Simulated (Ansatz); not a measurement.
# WC (Qusongite): the cost of one run

Computed with Ansatz 0.2.0, driven from Python. Level of theory: DFT PBE, plane waves, PAW.

## 1. The system

It takes space group P-6m2 (No. 187, hexagonal). The conventional cell has a = 2.907 Å, b = 2.907 Å, c = 2.837 Å, α = 90.00°, β = 90.00°, γ = 120.00°. Around W (site symmetry -6m2) lie 6 C at 2.20 Å. C (site symmetry -6m2) is surrounded by 6 W at 2.20 Å.

No structure file is read: the coordinates are typed or built in the script.

## 2. The code

File drho_wc.py:

```python
from dataclasses import dataclass
import warnings

import ansatz as az
import numpy as np


@dataclass(frozen=True)
class RunConfig:
    occupations: str = 'fermi_dirac'
    sigma: float = 0.2
    ecut: int = 460
    mesh: tuple[int, ...] = (9, 9, 8)


cfg = RunConfig()

vectors0 = np.array([
    [2.9065, 0.0, 0.0],
    [-1.45325, 2.51710284, 0.0],
    [0.0, 0.0, 2.8366],
])
sites = [
    ('W', (0.0, 0.0, 0.0)),
    ('C', (2 / 3, 1 / 3, 0.5)),
]


def build(cell):
    crystal = az.Crystal(lattice=az.Lattice.of(cell))
    for symbol, position in sites:
        crystal = crystal.atom(symbol, position)
    return crystal

warnings.simplefilter('ignore', az.DeckWarning)

def solve(crystal):
    return (
        crystal.calculation()
        .functional(az.Functional.PBE)
        .eigensolver('davidson', mixed_precision=False)
        .occupations(cfg.occupations, width=cfg.sigma)
        .basis(cfg.ecut, grid_basis='typed')
        .kpoints(*cfg.mesh)
        .density()
        .run(threads=1)
    )


whole = solve(build(vectors0))
difference = whole.density().channels[0].density_e_per_ang3.copy()
binding = whole.report['free_energy_ev']
for element in ['W', 'C']:
    part = az.Crystal(lattice=az.Lattice.of(vectors0))
    for symbol, position in sites:
        if symbol == element:
            part = part.atom(symbol, position)
    alone = solve(part)
    difference -= alone.density().channels[0].density_e_per_ang3
    binding -= alone.report['free_energy_ev']
    print(f'{element} sublattice: {alone.report["n_electrons"]:g} electrons, {alone.report["n_iterations"]} iterations')

voxel = abs(np.linalg.det(vectors0)) / difference.size
print(f'energy of the crystal less its unpolarised sublattices: {binding / len(sites):.4f} eV/atom')
print(f'net charge of the difference {difference.sum() * voxel:.5f} e, charge moved {0.5 * np.abs(difference).sum() * voxel:.3f} e')
print(f'extremes {difference.min():.4f} and {difference.max():.4f} e/A^3')
for (symbol, position) in sites:
    index = tuple(int(round(p * n)) % n for p, n in zip(position, difference.shape))
    print(f'  change of the pseudo-density at the grid point nearest {symbol}: {difference[index]:+.4f} e/A^3')
```

## 3. The calls as engine input

The package turns the script's settings into the engine's input (first run):

```yaml
crystal:
  lattice:
    - [2.9065, 0.0, 0.0]
    - [-1.45325, 2.51710284, 0.0]
    - [0.0, 0.0, 2.8366]
  atoms:
    - { symbol: W, position: [0.0, 0.0, 0.0] }
    - { symbol: C, position: [0.6666666666666666, 0.3333333333333333, 0.5] }
basis:
  ecutwfc: 460.0
  fft_grid_basis: typed
kpoints:
  mp_grid:
    grid: [9, 9, 8]
hamiltonian:
  xc: pbe
scf:
  occupations:
    method: fermi_dirac
    width: 0.2
  eigensolver:
    kind: davidson
    mixed_precision: false
output:
  write_density: true
```

## 4. The run

Started as:

```bash
$ python drho_wc.py
```

Q: Estimate wall time and peak memory on 1 thread of Arm Neoverse V2, shared host.

About 2.6 s, with a peak of 0.33 GiB.
